**Q:** I computed one fixed cell of SnO with wider and wider smearing. Judged by the energy, even the widest setting is harmless. Yet the largest force has gone up by more than a fifth. How can the same setting be right for one quantity and wrong for another?

GPAW 26.7.0, PBE with PAW data sets (gpaw-data 1.2.1), no spin polarisation, for a fixed four-atom cell of SnO (P4/nmm); plane waves to 800 eV, 4×4×4 k mesh, Gaussian smearing. The sweep value is the smearing width in eV. Energies are extrapolated to zero width; they and the force miss are relative to the 0.01 eV row, and gaps are those on the k mesh.

| sweep value | energy less tightest (meV/atom) | pressure (GPa) | gap (eV) | force miss (eV/Å) | largest force (eV/Å) |
| --- | --- | --- | --- | --- | --- |
| 0.5 | 0.040 | 2.740 | 0.161 | 0.068 | 0.382 |
| 0.3 | -0.170 | 2.793 | 0.159 | 0.052 | 0.366 |
| 0.2 | -0.040 | 2.819 | 0.158 | 0.042 | 0.356 |
| 0.15 | 0.030 | 2.839 | 0.157 | 0.034 | 0.348 |
| 0.1 | 0.060 | 2.872 | 0.155 | 0.020 | 0.334 |
| 0.05 | 0.010 | 2.914 | 0.153 | 0.002 | 0.317 |
| 0.025 | 0.000 | 2.920 | 0.152 | 0.000 | 0.314 |
| 0.01 | 0.000 | 2.920 | 0.152 | 0.000 | 0.314 |

**A:** Take the narrow limit first. Smearing replaces the sharp step between filled and empty levels by a soft one, and the sweep value is the width of that step in eV. This cell has a gap of 0.152 eV between the highest filled and the lowest empty level on its mesh. A step much narrower than the gap fits inside it, so each level stays full or empty and the width has no effect. That is why the rows at 0.025 and 0.01 agree.

**Q:** And when the step no longer fits?

**A:** Then its tails reach both edges of the gap. Some electrons leave the top of the filled levels and appear at the bottom of the empty ones. The calculation now describes a slightly excited crystal, with slightly different forces on its atoms. In the opposite limit, a step far wider than the gap, both edges are half filled and this pair of levels has little left to give. So the error should start abruptly, rise fast and then level off.

**Q:** Can you put that into a formula?

**A:** Call the width $\sigma$ and half the gap $h$, and assume that the middle of the step sits at mid-gap. For a Gaussian step, the fraction of electrons moved from the lower edge to the upper one is

$$p=\tfrac12\,\mathrm{erfc}(u),\qquad u=h/\sigma .$$

For large $u$ this falls roughly as $e^{-u^2}$. Halving the width doubles $u$ and quadruples the exponent, which is why the error vanishes so suddenly. At a width of 0.05 eV about 1.6% of the edge electrons are moved, and at 0.025 eV about one in a hundred thousand.

**Q:** How does a moved electron become a force?

**A:** The force is the slope of the smeared free energy as an atom is displaced. When a little occupation is shifted, the force changes according to the slope of each level times its change in occupation. Moving a fraction $p$ of the edge electrons across the gap therefore changes the force in proportion to $p$ and to the slope of the gap itself. The same holds for the pressure, with volume in place of displacement. The gap also shifts in proportion to $p$, because the moved electrons alter the density and with it the potential.

**Q:** Let me try it on the force miss, the error relative to the narrowest width. At 0.1 eV it is 0.020 eV/Å. What should it be at 0.3 eV?

**A:** With $h=0.076$ eV, $u$ is 0.76 at the first width and 0.25 at the second. The moved fractions are 0.14 and 0.36, so the miss should grow by a factor of about 2.6. That gives 0.020 × 2.6 ≈ 0.052 eV/Å, which is the computed value. The row at 0.3 eV played no part in the estimate.

**Q:** One good row could be chance. Do pressure and gap follow the same curve?

**A:** They do over most of the range. Scale each drift to its own value at 0.1 eV, and from 0.05 to 0.3 eV all three follow $p$ to within about 5%. In a metal with an even spread of levels the error would grow as the square of the width, and so quadruple between 0.1 and 0.2 eV. Here it only doubles.

The force even reveals the gap. I left $h$ free and fitted the force misses by least squares, using the six rows up to 0.2 eV. The best half-gap is 0.0755 eV, within 1% of half the computed gap. The occupations themselves are inferred, but this agreement is strong support for a transfer across the gap.

**Q:** Then why doesn't the energy drift as well? It goes slightly up, then down, then up again.

**A:** Because the energy in the table is corrected and the force is not. Lifting electrons across the gap raises the energy, while the entropy of the partly filled levels lowers the free energy. The table gives the mean of the two, an extrapolation to zero width in which most of the error cancels. At 0.2 eV the model puts each of them roughly half a meV per atom away from the unsmeared value, in opposite directions. The force follows the free energy alone and gets no such help.

**Q:** Does the small remainder have a pattern, or is it noise?

**A:** It has a pattern. For one pair of edge levels the lifted electrons cost $2hp=\sigma u\,\mathrm{erfc}(u)$, and the mean keeps half of the entropy term:

$$\Delta E\propto\sigma\left[u\,\mathrm{erfc}(u)-\frac{e^{-u^2}}{2\sqrt{\pi}}\right].$$

For a narrow step the first term is about twice the second, so the remainder is positive. For a wide step $u$ goes to zero, the first term dies and the remainder turns negative. With a straight line drawn between the rows at 0.15 and 0.2 eV, the model changes sign at about 0.17 eV, and the computed energies do the same.

**Q:** That position depends only on the gap. What about the size?

**A:** The size needs one factor, which I fitted to the energies of the same six rows. It corresponds to edge levels at one or two of the 64 mesh points. That is a sensible number, since only the few points nearest the band edges should take part.

**Q:** But at 0.5 eV the energy is positive again.

**A:** There the model fails. It predicts −0.78 meV/atom, and the table has +0.04. The row at 0.3 eV, also outside the fit, already lies above the model. The likely reason is that so wide a step reaches levels deeper in the bands. For those levels the step is still fairly narrow, so by the formula they add positive amounts. The near-zero value at 0.5 eV is then a cancellation between levels, not a sign of convergence. Force and pressure also drift further there than the model with one pair of levels predicts.

**Q:** So what should I check before I relax a structure with such a setting?

**A:** Check the forces, and compare the width with the gap on your mesh. Use the computed gap for this, not a measured one, because PBE usually makes gaps too small. In this cell 0.5 eV passes an energy test of 1 meV/atom easily, while 0.05 eV is the widest of the tried settings that passes a force test of 0.005 eV/Å. What counts is the ratio of width to gap: with half the gap, the same fraction of electrons would move at half the width. A denser mesh may find levels closer together, so the safe width found here belongs to this mesh. The 0.314 eV/Å left at the narrowest width is not a smearing error. The atoms in this cell have not been relaxed, so a force on them is expected.
